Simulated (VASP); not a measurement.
# ZrSe2 (P-3m1) in VASP: a series of runs

Aim: see how the results for ZrSe2 move with the level of theory and the settings. Levels: r2SCAN, TB-mBJ, PBE. Tasks: band structure, dielectric tensor.

Everything below comes from runs of VASP 6.6.1. Logs are shortened: lines on timing, memory, paths and dates and some standing lists are left out, and cuts for length are marked.

**Experimental background.**

From “Stress-Tuned Optical Transitions in Layered 1T-MX2 (M= Hf, Zr, Sn; X= S, Se) Crystals”, 2022, arxiv:2210.12074, for a bulk crystal of ZrSe2: band gap 1.2 eV (indirect).

The results are compared with them further down.

### Step 1. Starting point

It takes space group P-3m1 (No. 164, trigonal). The conventional cell has a = 3.798 Å, b = 3.798 Å, c = 6.192 Å, α = 90.00°, β = 90.00°, γ = 120.00°. Zr (site symmetry -3m) has 6 Se at 2.68 Å as nearest neighbours. Se (site symmetry 3m) has 3 Zr at 2.68 Å as nearest neighbours.

### Step 2. Band structure, r2SCAN, spin-orbit coupling, no magnetisation

Input file INCAR:

```
PREC     = Accurate       # precision mode
ENCUT    = 520            # plane-wave cutoff, eV
EDIFF    = 1E-6           # SCF threshold, eV
ISMEAR   = 0              # smearing method
SIGMA    = 0.02           # smearing width, eV
LREAL    = False          # projectors in reciprocal space
LASPH    = True           # aspherical terms in the spheres
NELM     = 100            # most SCF steps
ALGO     = Normal         # electronic algorithm
ISIF     = 2              # what is computed and relaxed
LWAVE    = False          # write WAVECAR
LCHARG   = False          # write CHGCAR
MAGMOM   = 0 0 0 0 0 0 0 0 0 # initial moments
LORBIT   = 11             # projections on sites
LSORBIT  = True           # spin-orbit coupling
GGA_COMPAT= False        
LMAXMIX  = 4              # l up to which the mixer works
METAGGA  = R2SCAN         # meta-GGA
LMIXTAU  = True         
NBANDS   = 37             # bands
KPAR     = 2
```

Input file KPOINTS:

```
regular mesh
0
Gamma
  6 6 4
```

Input file POSCAR:

```
ZrSe2
1.0
    3.7980000000      0.0000000000      0.0000000000
   -1.8990000000      3.2891644836      0.0000000000
    0.0000000000      0.0000000000      6.1920000000
Zr Se
1 2
Direct
    0.0000000000      0.0000000000      0.0000000000
    0.6666666667      0.3333333333      0.7500000000
    0.3333333333      0.6666666667      0.2500000000
```

Input file KPOINTS_OPT:

```
path GMKGALHA,LM,KH
20
line-mode
reciprocal
 0.0000000000  0.0000000000  0.0000000000  G
 0.5000000000  0.0000000000  0.0000000000  M

 0.5000000000  0.0000000000  0.0000000000  M
 0.3333333333  0.3333333333  0.0000000000  K

 0.3333333333  0.3333333333  0.0000000000  K
 0.0000000000  0.0000000000  0.0000000000  G

 0.0000000000  0.0000000000  0.0000000000  G
 0.0000000000  0.0000000000  0.5000000000  A

 0.0000000000  0.0000000000  0.5000000000  A
 0.5000000000  0.0000000000  0.5000000000  L

 0.5000000000  0.0000000000  0.5000000000  L
 0.3333333333  0.3333333333  0.5000000000  H

 0.3333333333  0.3333333333  0.5000000000  H
 0.0000000000  0.0000000000  0.5000000000  A

 0.5000000000  0.0000000000  0.5000000000  L
 0.5000000000  0.0000000000  0.0000000000  M

 0.3333333333  0.3333333333  0.0000000000  K
 0.3333333333  0.3333333333  0.5000000000  H
```

Potentials or basis: VASP PAW PBE potentials, release 64 (Zr_sv, Se).

Started as:

```sh
$ cat potpaw_PBE.64/Zr_sv/POTCAR potpaw_PBE.64/Se/POTCAR > POTCAR
$ mpirun -np 2 vasp_ncl > vasp.out
```

OUTCAR:

```text
PREC = Accurate
   ENCUT = 520
   EDIFF = 1E-6
   ISMEAR = 0
   LREAL = False
   LASPH = True
   NELM = 100
   ISIF = 2
   LORBIT = 11
   LSORBIT = True
   METAGGA = R2SCAN

 ion  position               nearest neighbor table
   1  0.000  0.000  0.000-   2 2.68   3 2.68   2 2.68   3 2.68   2 2.68   3 2.68
   2  0.667  0.333  0.750-   1 2.68   1 2.68   1 2.68
   3  0.333  0.667  0.250-   1 2.68   1 2.68   1 2.68

  LATTYP: Found a hexagonal cell.
 ALAT       =     3.7980000000
 C/A-ratio  =     1.6303317536

  Lattice vectors:

 A1 = (   3.7980000000,   0.0000000000,   0.0000000000)
 A2 = (  -1.8990000000,   3.2891644836,   0.0000000000)
 A3 = (   0.0000000000,   0.0000000000,   6.1920000000)

Analysis of symmetry for initial positions (statically):
=====================================================================
 Subroutine PRICEL returns:
 Original cell was already a primitive cell.

 Routine SETGRP: Setting up the symmetry group for a
 hexagonal supercell.

 Subroutine GETGRP returns: Found 12 space group operations
 (whereof 12 operations were pure point group operations)
 out of a pool of 24 trial point group operations.

The static configuration has the point symmetry D_3d.

Analysis of symmetry for dynamics (positions and initial velocities):
=====================================================================
 Subroutine PRICEL returns:
 Original cell was already a primitive cell.

 Routine SETGRP: Setting up the symmetry group for a
 hexagonal supercell.

 Subroutine GETGRP returns: Found 12 space group operations
 (whereof 12 operations were pure point group operations)
 out of a pool of 24 trial point group operations.

The dynamic configuration has the point symmetry D_3d.

Analysis of structural, dynamic, and magnetic symmetry:
=====================================================================
 Subroutine PRICEL returns:
 Original cell was already a primitive cell.

 Routine SETGRP: Setting up the symmetry group for a
 hexagonal supercell.

 Subroutine GETGRP returns: Found 12 space group operations
 (whereof 12 operations were pure point group operations)
[... 1106 lines left out ...]
  -------------------------------------------------------------------------------------
  Total        0.6620469      0.6620469      0.8926699      0.0000000      0.0000000     -0.0000000
  in kB       13.7128537     13.7128537     18.4897042      0.0000000      0.0000000     -0.0000000
  external PRESSURE =      15.3051372 kB  Pullay stress =       0.0000000 kB

 VOLUME and BASIS-vectors are now :
 -----------------------------------------------------------------------------
  energy-cutoff  :      520.00
  volume of cell :       77.35
      direct lattice vectors                 reciprocal lattice vectors
     3.798000000  0.000000000  0.000000000     0.263296472  0.152014289  0.000000000
    -1.899000000  3.289164484  0.000000000     0.000000000  0.304028578  0.000000000
     0.000000000  0.000000000  6.192000000     0.000000000  0.000000000  0.161498708

 POSITION                                       TOTAL-FORCE (eV/Angst)
 -----------------------------------------------------------------------------------
      0.00000      0.00000      0.00000        -0.000000      0.000000     -0.000000
      1.89900      1.09639      4.64400         0.000000      0.000000     -0.151921
     -0.00000      2.19278      1.54800         0.000000     -0.000000      0.151921
 -----------------------------------------------------------------------------------
    total drift:                               -0.000000     -0.000000     -0.000000

  FREE ENERGIE OF THE ION-ELECTRON SYSTEM (eV)
  ---------------------------------------------------
  free  energy   TOTEN  =       -56.1960377636 eV

  energy  without entropy=      -56.1960377636  energy(sigma->0) =      -56.19603776

 Spin-Orbit-Coupling matrix elements

 Ion:    1  E_soc:     -0.1347532
 l=   1
     0.0000000    -0.0214778    -0.0214953
    -0.0214778     0.0000000    -0.0214778
    -0.0214953    -0.0214778     0.0000000
 l=   2
     0.0000000    -0.0002548     0.0000000    -0.0002548    -0.0006159
    -0.0002548     0.0000000    -0.0004607    -0.0003692    -0.0002548
     0.0000000    -0.0004607     0.0000000    -0.0004607     0.0000000
    -0.0002548    -0.0003692    -0.0004607     0.0000000    -0.0002548
    -0.0006159    -0.0002548     0.0000000    -0.0002548     0.0000000
 l=   3
     0.0000000     0.0000000     0.0000000     0.0000000     0.0000000     0.0000000     0.0000000
     0.0000000     0.0000000     0.0000000     0.0000000     0.0000000     0.0000000     0.0000000
     0.0000000     0.0000000     0.0000000     0.0000000     0.0000000     0.0000000     0.0000000
     0.0000000     0.0000000     0.0000000     0.0000000     0.0000000     0.0000000     0.0000000
[... 29 lines left out ...]
 l=   2
     0.0000000     0.0000008     0.0000000     0.0000008     0.0000017
     0.0000008     0.0000000     0.0000045     0.0000044     0.0000008
     0.0000000     0.0000045     0.0000000     0.0000045     0.0000000
     0.0000008     0.0000044     0.0000045     0.0000000     0.0000008
     0.0000017     0.0000008     0.0000000     0.0000008     0.0000000
 l=   3
     0.0000000     0.0000000     0.0000000     0.0000000     0.0000000     0.0000000     0.0000000
     0.0000000     0.0000000     0.0000000     0.0000000     0.0000000     0.0000000     0.0000000
     0.0000000     0.0000000     0.0000000     0.0000000     0.0000000     0.0000000     0.0000000
     0.0000000     0.0000000     0.0000000     0.0000000     0.0000000     0.0000000     0.0000000
     0.0000000     0.0000000     0.0000000     0.0000000     0.0000000     0.0000000     0.0000000
     0.0000000     0.0000000     0.0000000     0.0000000     0.0000000     0.0000000     0.0000000
     0.0000000     0.0000000     0.0000000     0.0000000     0.0000000     0.0000000     0.0000000

 total charge

# of ion       s       p       d       tot
------------------------------------------
    1        2.162   6.013   1.400   9.575
    2        1.458   2.468   0.028   3.953
    3        1.458   2.468   0.028   3.953
--------------------------------------------------
tot          5.077  10.948   1.456  17.482

 magnetization (x)

# of ion       s       p       d       tot
------------------------------------------
    1        0.000   0.000   0.000   0.000
    2        0.000   0.000   0.000   0.000
    3        0.000   0.000   0.000   0.000
--------------------------------------------------
tot          0.000   0.000   0.000   0.000

 magnetization (y)

# of ion       s       p       d       tot
------------------------------------------
    1        0.000   0.000  -0.000   0.000
    2       -0.000   0.000   0.000  -0.000
    3       -0.000   0.000   0.000  -0.000
--------------------------------------------------
tot         -0.000   0.000  -0.000  -0.000

 magnetization (z)

# of ion       s       p       d       tot
------------------------------------------
    1        0.000   0.000   0.000   0.000
    2        0.000   0.000   0.000   0.000
    3        0.000   0.000   0.000   0.000
--------------------------------------------------
tot          0.000   0.000   0.000   0.000
```

It took 20 min on 2 MPI ranks of AMD EPYC 9R14 (Zen 4), shared host; peak memory 0.48 GiB.

What came out:

* Free energy: -56.1960 eV
* Pressure: 1.5 GPa
* Largest force: 0.152 eV/Å
* Valence electrons inside the program's atomic spheres: Zr 9.57; Se 3.95

Forces on the atoms (eV/Å):
```
Zr   0.000  0.000  0.000
Se   0.000  0.000 -0.152
Se   0.000  0.000  0.152
```

Stress tensor (GPa, compression positive):
```
1.37 0.00 0.00
0.00 1.37 0.00
0.00 0.00 1.85
```

Caveat: the PAW data sets were made with another functional, which shifts forces and pressure a little.

### Step 3. Band structure, TB-mBJ, spin-orbit coupling, no magnetisation

POSCAR is that of step 2.

Input file INCAR.step1:

```
PREC     = Accurate       # precision mode
ENCUT    = 520            # plane-wave cutoff, eV
EDIFF    = 1E-5           # SCF threshold, eV
ISMEAR   = 0              # smearing method
SIGMA    = 0.02           # smearing width, eV
LREAL    = False          # projectors in reciprocal space
LASPH    = True           # aspherical terms in the spheres
NELM     = 100            # most SCF steps
ALGO     = Normal         # electronic algorithm
ISIF     = 2              # what is computed and relaxed
LWAVE    = True           # write WAVECAR
LCHARG   = False          # write CHGCAR
MAGMOM   = 0 0 0 0 0 0 0 0 0 # initial moments
LORBIT   = 11             # projections on sites
LSORBIT  = True           # spin-orbit coupling
GGA_COMPAT= False        
LMAXMIX  = 4              # l up to which the mixer works
NBANDS   = 37             # bands
GGA      = PE             # functional
KPAR     = 2
```

Input file INCAR.step2:

```
PREC     = Accurate       # precision mode
ENCUT    = 520            # plane-wave cutoff, eV
EDIFF    = 1E-6           # SCF threshold, eV
ISMEAR   = 0              # smearing method
SIGMA    = 0.02           # smearing width, eV
LREAL    = False          # projectors in reciprocal space
LASPH    = True           # aspherical terms in the spheres
NELM     = 100            # most SCF steps
ALGO     = Normal         # electronic algorithm
ISIF     = 2              # what is computed and relaxed
LWAVE    = False          # write WAVECAR
LCHARG   = False          # write CHGCAR
MAGMOM   = 0 0 0 0 0 0 0 0 0 # initial moments
LORBIT   = 11             # projections on sites
LSORBIT  = True           # spin-orbit coupling
GGA_COMPAT= False        
LMAXMIX  = 4              # l up to which the mixer works
METAGGA  = MBJ            # meta-GGA
NBANDS   = 37             # bands
ISTART   = 1            
KPAR     = 2
```

KPOINTS is that of step 2.

KPOINTS_OPT is that of step 2.

Potentials or basis: VASP PAW PBE potentials, release 64 (Zr_sv, Se).

Started as:

```sh
$ cat potpaw_PBE.64/Zr_sv/POTCAR potpaw_PBE.64/Se/POTCAR > POTCAR
$ cp INCAR.step1 INCAR
$ mpirun -np 2 vasp_ncl > vasp.out
$ cp INCAR.step2 INCAR
$ mpirun -np 2 vasp_ncl > vasp.out
```

Wall time 6.7 min (2 MPI ranks of AMD EPYC 9R14 (Zen 4), shared host); peak memory 0.44 GiB.

Results (log left out):

- Valence electrons inside the program's atomic spheres: Zr 9.57; Se 4.20

Caveat: the PAW data sets were made with another functional, which shifts forces and pressure a little.

### Step 4. Dielectric tensor, PBE

Input file INCAR:

```
ALGO = Normal
EDIFF = 1E-8
ENCUT = 800
GGA = PE
ISIF = 2
ISMEAR = 0
LASPH = True
LCHARG = False
LEPSILON = True
LREAL = False
LWAVE = False
NELM = 100
PREC = Accurate
SIGMA = 0.01
```

Input file KPOINTS:

```
k-points
0
Gamma
  14 14 8
```

POSCAR is that of step 3.

Potentials or basis: VASP PAW PBE potentials, release 64 (Zr_sv, Se).

Started as:

```sh
$ cat potpaw_PBE.64/Zr_sv/POTCAR potpaw_PBE.64/Se/POTCAR > POTCAR
$ mpirun -np 1 vasp_std > vasp.out
```

OUTCAR:

```text
EDIFF = 1E-8
   ENCUT = 800
   GGA = PE
   ISIF = 2
   ISMEAR = 0
   LASPH = True
   LEPSILON = True
   LREAL = False
   NELM = 100
   PREC = Accurate

 ion  position               nearest neighbor table
   1  0.000  0.000  0.000-   2 2.68   3 2.68   2 2.68   3 2.68   2 2.68   3 2.68
   2  0.667  0.333  0.750-   1 2.68   1 2.68   1 2.68
   3  0.333  0.667  0.250-   1 2.68   1 2.68   1 2.68

  LATTYP: Found a hexagonal cell.
 ALAT       =     3.7980000000
 C/A-ratio  =     1.6303317536

  Lattice vectors:

 A1 = (   3.7980000000,   0.0000000000,   0.0000000000)
 A2 = (  -1.8990000000,   3.2891644836,   0.0000000000)
 A3 = (   0.0000000000,   0.0000000000,   6.1920000000)

Analysis of symmetry for initial positions (statically):
[... 711 lines left out ...]
 MACROSCOPIC STATIC DIELECTRIC TENSOR (including local field effects in DFT)
 ------------------------------------------------------
          15.564725     0.000000     0.000000
           0.000000    15.564725    -0.000000
           0.000000    -0.000000     7.119689
 ------------------------------------------------------

 PIEZOELECTRIC TENSOR (including local field effects)  for field in x, y, z        (e  Angst)
          XX          YY          ZZ          XY          YZ          ZX
  --------------------------------------------------------------------------------
  x     0.00000     0.00000     0.00000     0.00000     0.00000     0.00000
  y     0.00000     0.00000     0.00000     0.00000     0.00000     0.00000
  z     0.00000     0.00000     0.00000     0.00000     0.00000     0.00000

 PIEZOELECTRIC TENSOR (including local field effects)  for field in x, y, z        (C/m^2)
          XX          YY          ZZ          XY          YZ          ZX
  --------------------------------------------------------------------------------
  x     0.00000     0.00000     0.00000     0.00000     0.00000     0.00000
  y     0.00000     0.00000     0.00000     0.00000     0.00000     0.00000
  z     0.00000     0.00000     0.00000     0.00000     0.00000     0.00000

 BORN EFFECTIVE CHARGES (including local field effects) (in |e|, cummulative output)
 ---------------------------------------------------------------------------------
 ion    1
    1     7.55145     0.00000     0.00000
    2     0.00000     7.55145     0.00000
    3     0.00000     0.00000     1.90885
 ion    2
    1    -3.77573     0.00000     0.00000
    2     0.00000    -3.77573     0.00000
    3    -0.00000     0.00000    -0.95443
 ion    3
    1    -3.77573     0.00000     0.00000
    2     0.00000    -3.77573     0.00000
    3    -0.00000     0.00000    -0.95443
```

OSZICAR:

```text
N       E                     dE             d eps       ncg     rms          rms(c)
DAV:   1     0.220662728037E+03    0.22066E+03   -0.14772E+04  5376   0.191E+03
[... 13 lines left out ...]
RMM:  18    -0.142063168068E+01   -0.37348E-05   -0.18406E-05 12340   0.460E-04    0.227E-05
RMM:  19    -0.142063202139E+01   -0.34071E-06   -0.10413E-05 11282   0.279E-04    0.527E-05
RMM:  20    -0.142063157001E+01    0.45138E-06   -0.67840E-06  7938   0.183E-04    0.448E-05
RMM:  21    -0.142063153973E+01    0.30276E-07   -0.64695E-06  7600   0.148E-04    0.421E-05
RMM:  22    -0.142063151212E+01    0.27612E-07   -0.42383E-06  6601   0.123E-04    0.441E-05
RMM:  23    -0.142063153788E+01   -0.25754E-07   -0.30118E-06  6655   0.110E-04    0.369E-05
RMM:  24    -0.142063181004E+01   -0.27216E-06   -0.27991E-06  5603   0.986E-05    0.410E-05
```

It took 57 min on 1 thread of Intel Xeon 6975P-C (Granite Rapids), shared host; peak memory 2.3 GiB.

Results:

| Property | Result |
| --- | --- |
| Band gap on the k mesh | 0.37 eV, indirect (least direct gap 1.06 eV) |
| Electronic dielectric tensor (diagonal) | 15.56, 15.56, 7.12 |
| Born charges (mean of the diagonal) | Zr +5.67; Se -2.84 e |

Electronic dielectric tensor:
```
15.56  0.00  0.00
 0.00 15.56  0.00
 0.00  0.00  7.12
```

Born effective charge tensors (e):
atom 1, Zr
```
7.55 0.00 0.00
0.00 7.55 0.00
0.00 0.00 1.91
```
atom 2, Se
```
-3.78  0.00  0.00
 0.00 -3.78  0.00
 0.00  0.00 -0.95
```
atom 3, Se
```
-3.78  0.00  0.00
 0.00 -3.78  0.00
 0.00  0.00 -0.95
```

Caveat: the gap is small at this level, which inflates the dielectric constant; this functional lacks dispersion, which binds the layers, so the pressure and a relaxed spacing across them are unreliable.

### Step 5. For comparison

An earlier run on the cell as given: functional PBE; potentials or basis VASP PAW PBE potentials, release 64 (Zr_sv, Se); cutoff 520 eV; k mesh 8 × 8 × 5; occupations fermi-dirac, width 0.05 eV; no spin polarisation.

- Pressure: 2.0 GPa
- Largest force: 0.301 eV/Å
- Band gap on the k mesh: 0.41 eV, indirect (least direct gap 1.05 eV)

### Step 6. The runs side by side

| task | level | spin | k mesh | cutoff (eV) | smearing | ladder | gap on the mesh (eV) | pressure (GPa) | largest force (eV/Å) |
| --- | --- | --- | --- | --- | --- | --- | --- | --- | --- |
| band structure | r2SCAN | SOC, no magnetisation | 6 × 6 × 4 | 520 | gaussian 0.02 eV | gaps | - | 1.5 | 0.15 |
| band structure | TB-mBJ | SOC, no magnetisation | 6 × 6 × 4 | 520 | gaussian 0.02 eV | gaps | - | - | - |
| dielectric tensor | PBE | off | 14 × 14 × 8 | 800 | gaussian 0.01 eV | - | 0.37 | - | - |
| single point | PBE | off | 8 × 8 × 5 | 520 | fermi-dirac 0.05 eV | - | 0.41 | 2.0 | 0.30 |

Alike in all rows: potentials or basis VASP PAW PBE potentials, release 64 (Zr_sv, Se); cell as given.

Caveats: the PAW data sets were made with another functional, which shifts forces and pressure a little (some runs); this functional lacks dispersion, which binds the layers, so the pressure and a relaxed spacing across them are unreliable (some runs); the gap is small at this level, which inflates the dielectric constant (some runs); an odd mesh through Γ misses points on the zone boundary, where band edges often lie (some runs).

Absolute energies hang on the potentials; compare differences alone.

### Step 7. Comparison with measurements

Step 4. A measured gap of ZrSe2 is 1.2 eV (indirect; quoted in “Stress-Tuned Optical Transitions in Layered 1T-MX2 (M= Hf, Zr, Sn; X= S, Se) Crystals”, 2022, arxiv:2210.12074); the calculated 0.37 eV misses it by -0.83 eV. Spin-orbit coupling on Se, Zr is left out. The value is that of PBE on a finite k mesh, which can miss the band edges, without temperature or zero-point motion. Semilocal functionals fall short of measured gaps as a rule.
